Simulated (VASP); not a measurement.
# Si (I4/mmm) in VASP: notebook, part 2 of 2

VASP 6.6.1. Earlier steps stand in the parts before.

## (5) Single point, PBEsol

Contents of INCAR:

```
SYSTEM = Si
PREC     = Accurate       ! precision mode
ENCUT    = 550            ! plane-wave cutoff, eV
EDIFF    = 1E-6           ! SCF threshold, eV
ISMEAR   = 0              ! smearing method
SIGMA    = 0.05           ! smearing width, eV
LREAL    = .False.        ! projectors in reciprocal space
LASPH    = .True.         ! aspherical terms in the spheres
NELM     = 100            ! most SCF steps
ALGO     = Normal         ! electronic algorithm
ISIF     = 2              ! what is computed and relaxed
LWAVE    = .False.        ! write WAVECAR
LCHARG   = .False.        ! write CHGCAR
GGA      = PS             ! functional
ADDGRID  = .False.
```

Contents of KPOINTS:

```
Automatic mesh
0
Gamma
  3 3 3
  0 0 0
```

Contents of POSCAR:

```
Si
1.0
   -1.6269149300      1.6269149300      1.3203298500
    1.6269149300     -1.6269149300      1.3203298500
    1.6269149300      1.6269149300     -1.3203298500
Si
1
Direct
    0.0000000000      0.0000000000      0.0000000000
```

Potentials or basis: VASP PAW PBE potentials, release 64 (Si).

On the command line:

```sh
$ cat potpaw_PBE.64/Si/POTCAR > POTCAR
$ mpirun -np 1 vasp_std > vasp.out
```

OUTCAR:

```text
SYSTEM = Si
   PREC = Accurate
   ENCUT = 550
   EDIFF = 1E-6
   ISMEAR = 0
   LREAL = .False.
   LASPH = .True.
   NELM = 100
   ISIF = 2
   GGA = PS

 Found      6 irreducible k-points:

 Following reciprocal coordinates:
            Coordinates               Weight
  0.000000  0.000000  0.000000      1.000000
  0.333333  0.000000  0.000000      8.000000
  0.333333  0.333333  0.000000      8.000000
 -0.333333  0.333333  0.000000      4.000000
 -0.333333  0.333333  0.333333      4.000000
 -0.333333 -0.333333  0.333333      2.000000
   k-points           NKPTS =      6   k-points in BZ     NKDIM =      6   number of bands    NBANDS=      6
   number of dos      NEDOS =    301   number of ions     NIONS =      1
   total plane-waves  NPLWV =   8000
   dimension x,y,z NGX =    20 NGY =   20 NGZ =   20
   dimension x,y,z NGXF=    40 NGYF=   40 NGZF=   40
   ions per type =               1
   NGX,Y,Z   is equivalent  to a cutoff of  12.53, 12.53, 12.53 a.u.
   NGXF,Y,Z  is equivalent  to a cutoff of  25.07, 25.07, 25.07 a.u.
 SYSTEM =  Si
   PREC   = accura    normal or accurate (medium, high low for compatibility)
   ISTART =      0    job   : 0-new  1-cont  2-samecut
   ICHARG =      2    charge: 1-file 2-atom 10-const
   ISPIN  =      1    spin polarized calculation?
   LNONCOLLINEAR =      F non collinear calculations
   LSORBIT =      F    spin-orbit coupling
   LASPH  =      T    aspherical Exc in radial PAW
   ENCUT  =  550.0 eV  40.42 Ry    6.36 a.u.   5.07  5.07  5.07*2*pi/ulx,y,z
   NELM   =    100;   NELMIN=  2; NELMDL= -5     # of ELM steps
   EDIFF  = 0.1E-05   stopping-criterion for ELM
   LREAL  =      F    real-space projection
   EDIFFG = 0.1E-04   stopping-criterion for IOM
   NSW    =      0    number of steps for IOM
   IBRION =     -1    ionic relax: 0-MD 1-quasi-New 2-CG
   NFREE  =      0    steps in history (QN), initial steepest desc. (CG)
   ISIF   =      2    stress and relaxation
   ISYM   =      2    0-nonsym 1-usesym 2-fastsym
   POTIM  = 0.5000    time-step for ionic-motion
   TEBEG  =    0.0;   TEEND  =   0.0 temperature during run
   PSTRESS=    0.0 pullay stress
   NELECT =       4.0000    total number of electrons
   NUPDOWN=      -1.0000    fix difference up-down
   EMIN   =  10.00;   EMAX   =-10.00  energy-range for DOS
   EFERMI =   0.00;   METHOD = LEGACY
   ISMEAR =     0;   SIGMA  =   0.05  broadening in eV -4-tet -1-fermi 0-gaus
   EFERMI_NEDOS =   21; number of points for ismear=-14 and -15
   IALGO  =     38    algorithm
   IMIX   =      4    mixing-type and parameters
     AMIX     =   0.40;   BMIX     =  1.00
     AMIX_MAG =   1.60;   BMIX_MAG =  1.00
  volume/ion in A,a.u.               =      13.98        94.33
  Fermi-wavevector in a.u.,A,eV,Ry     =   1.078791  2.038620 15.834335  1.163791
  Thomas-Fermi vector in A             =   2.214739
   LORBIT       =      0    0 simple, 1 ext, 2 COOP (PROOUT), +10 PAW based schemes
   GGA     = PS    functional components
   LHFCALC =     F    Hartree Fock is set to
   AEXX    =    0.0000 exact exchange contribution
   IVDW    =     0    specifies the selected vdW correction
   LEPSILON=     F    determine dielectric tensor
   LRPA    =     F    only Hartree local field effects (RPA)
 non-spin polarized calculation
 Gauss-broadening in eV      SIGMA  =   0.05
  energy-cutoff  :      550.00
  volume of cell :       13.98
 maximum number of plane-waves:       425
   NGX = 11   NGY = 11   NGZ = 11

 number of electron       3.9999999 magnetization

 Free energy of the ion-electron system (eV)
  ---------------------------------------------------
  ext. energy  EPLUGINS =         0.00000000
  ---------------------------------------------------
  free energy    TOTEN  =        -5.38595960 eV

  energy without entropy =       -5.38263068  energy(sigma->0) =       -5.38429514

 E-fermi :  10.2757     XC(G=0): -11.3729

 val. band max:       10.2518425105   @ k =  -0.3333  -0.3333   0.3333
 cond. band min:      10.5859161207   @ k =   0.3333   0.0000   0.0000
 fundamental gap:      0.3340736102
 Fermi energy:        10.2756893228

 k-point     1 :       0.0000    0.0000    0.0000
  band No.  band energies     occupation
      1      -4.2154      2.00000
      2      20.1412      0.00000
      3      20.7016      0.00000
      4      20.7016      0.00000
      5      23.4530      0.00000
      6      24.3972      0.00000

 k-point     2 :       0.3333    0.0000    0.0000
  band No.  band energies     occupation
      1      -0.4096      2.00000
      2      10.5859      0.00000
      3      15.6406      0.00000
      4      17.4931      0.00000
      5      18.2916      0.00000
      6      21.0548      0.00000
[... 28 lines left out ...]
 k-point     6 :      -0.3333   -0.3333    0.3333
  band No.  band energies     occupation
      1       4.8539      2.00000
      2      10.2518      1.50000
      3      10.2518      1.50000
      4      11.2728      0.00000
      5      14.0450      0.00000
      6      29.1290      0.00000

------------------------ aborting loop because EDIFF is reached ----------------------------------------

  FORCE on cell =-STRESS in cart. coord.  units (eV):
  Direction    XX          YY          ZZ          XY          YZ          ZX
  --------------------------------------------------------------------------------------
  -------------------------------------------------------------------------------------
  Total        0.1407669      0.1407669     -0.9976235      0.0000000     -0.0000000      0.0000000
  in kB       16.1338864     16.1338864   -114.3418263      0.0000000     -0.0000000      0.0000000
  external PRESSURE =     -27.3580179 kB  Pullay stress =       0.0000000 kB

 VOLUME and BASIS-vectors are now :
 -----------------------------------------------------------------------------
  energy-cutoff  :      550.00
  volume of cell :       13.98
      direct lattice vectors                 reciprocal lattice vectors
    -1.626914930  1.626914930  1.320329850     0.000000000  0.307330144  0.378693249
     1.626914930 -1.626914930  1.320329850     0.307330144  0.000000000  0.378693249
     1.626914930  1.626914930 -1.320329850     0.307330144  0.307330144  0.000000000

 POSITION                                       TOTAL-FORCE (eV/Angst)
 -----------------------------------------------------------------------------------
      0.00000      0.00000      0.00000        -0.000000     -0.000000      0.000000
 -----------------------------------------------------------------------------------
    total drift:                                0.000000      0.000000      0.000000

  FREE ENERGIE OF THE ION-ELECTRON SYSTEM (eV)
  ---------------------------------------------------
  free  energy   TOTEN  =        -5.3859596024 eV

  energy  without entropy=       -5.3826306843  energy(sigma->0) =       -5.38429514
```

OSZICAR:

```text
N       E                     dE             d eps       ncg     rms          rms(c)
DAV:   1    -0.867405093150E+00   -0.86741E+00   -0.18132E+03    72   0.563E+02
DAV:   2    -0.537475265297E+01   -0.45073E+01   -0.44834E+01   108   0.518E+01
DAV:   3    -0.541153144374E+01   -0.36779E-01   -0.36772E-01    90   0.514E+00
DAV:   4    -0.541159963591E+01   -0.68192E-04   -0.68191E-04    90   0.247E-01
DAV:   5    -0.541159987204E+01   -0.23613E-06   -0.23717E-06    90   0.133E-02    0.308E+00
DAV:   6    -0.539542943861E+01    0.16170E-01   -0.44282E-03    84   0.392E-01    0.171E+00
DAV:   7    -0.538600076677E+01    0.94287E-02   -0.90494E-03    72   0.563E-01    0.180E-01
DAV:   8    -0.538595960778E+01    0.41159E-04   -0.45262E-05   114   0.708E-02    0.142E-02
DAV:   9    -0.538595960237E+01    0.54114E-08   -0.37273E-07    72   0.525E-03
   1 F= -.53859596E+01 E0= -.53842951E+01  d E =-.332892E-02
```

stdout:

```text
POSCAR found type information on POSCAR Si
 POSCAR found :  1 types and       1 ions
 scaLAPACK will be used
 -----------------------------------------------------------------------------
|                                                                             |
|                                                                             |
|     You enforced a specific xc type in the INCAR file but a different       |
|     I HOPE YOU KNOW WHAT YOU ARE DOING!                                     |
|                                                                             |
 -----------------------------------------------------------------------------

 LDA part: xc-table for (Slater+PW92), standard interpolation
 POSCAR, INCAR and KPOINTS ok, starting setup
 FFT: planning ... GRIDC
 FFT: planning ... GRID_SOFT
 FFT: planning ... GRID
 WAVECAR not read
 entering main loop
```

It took 1.1 s on 1 thread of Intel Xeon 6975P-C (Granite Rapids), shared host; peak memory 0.11 GiB.

The run converged, but some of its settings lie outside the range that counts as converged, so its numbers aren't taken as properties of the crystal.

Results:

```yaml
Free_energy: -5.3860 eV
Pressure: -2.7 GPa
Band_gap_on_the_k_mesh: none (metal or under the smearing width)
```

Caveat: the k mesh is coarse (spacing up to 1.02 Å⁻¹), so the values aren't converged; the PAW data sets were made with another functional, which shifts forces and pressure a little.

## (6) Single point, PBEsol

INCAR: that of step 5 with these lines changed.

```diff
@@ -2,3 +2,3 @@
 PREC     = Accurate       ! precision mode
-ENCUT    = 550            ! plane-wave cutoff, eV
+ENCUT    = 350            ! plane-wave cutoff, eV
 EDIFF    = 1E-6           ! SCF threshold, eV
```

Contents of KPOINTS:

```
Automatic mesh
0
Gamma
  4 4 4
  0 0 0
```

POSCAR is that of step 5.

Potentials or basis: VASP PAW PBE potentials, release 64 (Si).

On the command line:

```sh
$ cat potpaw_PBE.64/Si/POTCAR > POTCAR
$ mpirun -np 1 vasp_std > vasp.out
```

Run time: 0.9 s. Hardware: 1 thread of Intel Xeon 6975P-C (Granite Rapids), shared host; peak memory 0.1 GiB.

These settings aren't checked as converged: the numbers below hold their error.

Results:

| Property | Result |
| --- | --- |
| Free energy | -5.2655 eV |
| Pressure | -0.5 GPa |
| Band gap on the k mesh | none (metal or under the smearing width) |

Caveat: the k mesh is coarse (spacing up to 0.77 Å⁻¹), so the values aren't converged; the PAW data sets were made with another functional, which shifts forces and pressure a little.

## (7) The reference run

An earlier run on the cell as given: functional PBE; potentials or basis VASP PAW PBE potentials, release 64 (Si); cutoff 520 eV; k mesh 13 × 13 × 13; occupations fermi-dirac, width 0.05 eV; no spin polarisation.

* Pressure: 3.5 GPa
* Band gap on the k mesh: none (metal or under the smearing width)
